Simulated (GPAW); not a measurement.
Here is a GPAW 26.7.0 calculation.

Contents of run.py:

```python
from ase.calculators.mixing import SumCalculator
from ase.eos import EquationOfState
from ase.io import Trajectory
from ase.spacegroup import crystal
from ase.units import GPa
from dftd3.ase import DFTD3
from gpaw import GPAW, PW

# Nb 2a
atoms = crystal(['Nb'],
                basis=[[0.0, 0.0, 0.0]],
                spacegroup=229, setting=1,  # Im-3m
                cellpar=[3.3279, 3.3279, 3.3279, 90.0, 90.0, 90.0],
                primitive_cell=True)

traj = Trajectory('eos.traj', 'w')
volumes, energies = [], []
for x in [0.94, 0.96, 0.98, 1.0, 1.02, 1.04, 1.06]:
    a = atoms.copy()
    a.set_cell(atoms.cell * x**(1 / 3), scale_atoms=True)
    calc = GPAW(mode=PW(600),
                xc='MGGA_X_R2SCAN+MGGA_C_R2SCAN',
                kpts={'size': (11, 11, 11), 'gamma': True},
                occupations={'name': 'fermi-dirac', 'width': 0.05},
                nbands=15,
                convergence={'density': 1e-05, 'energy': 1e-05},
                maxiter=150,
                txt=f'eos-{x:.2f}.txt')
    a.calc = SumCalculator([calc, DFTD3(method='r2scan', damping='d3bj')])
    energies.append(a.get_potential_energy())
    volumes.append(a.get_volume())
    p = -a.get_stress()[:3].mean() / GPa
    calc.write(f'eos-{x:.2f}.gpw')
    traj.write(a)
    print(f'{x:.2f} {volumes[-1]:10.4f} A^3 {energies[-1]:14.6f} eV {p:9.3f} GPa', flush=True)

v0, e0, B = EquationOfState(volumes, energies, eos='birchmurnaghan').fit()
print(f'V0 = {v0:.4f} A^3, E0 = {e0:.6f} eV, B0 = {B / GPa:.2f} GPa')
```

Potentials or basis: GPAW PAW data sets (gpaw-data 1.2.1), pw.

Launch:

```console
$ OMP_NUM_THREADS=1 python run.py
```

Task: Estimate the equilibrium volume.

Result: 17.78 Å³/atom (rough: see the caveat).

Task: What does it give for the bulk modulus?

Result: 188 GPa (rough).

Energy against volume, from the lowest point:
| volume (Å³/atom) | energy (meV/atom) |
| --- | --- |
| 17.322 | 7.09 |
| 17.691 | 0.00 |
| 18.060 | 2.18 |
| 18.428 | 12.58 |
| 18.797 | 30.50 |
| 19.165 | 55.22 |
| 19.534 | 86.05 |

Caveat: the points scatter about the fit; the PAW data sets were made with another functional, which shifts forces and pressure a little.
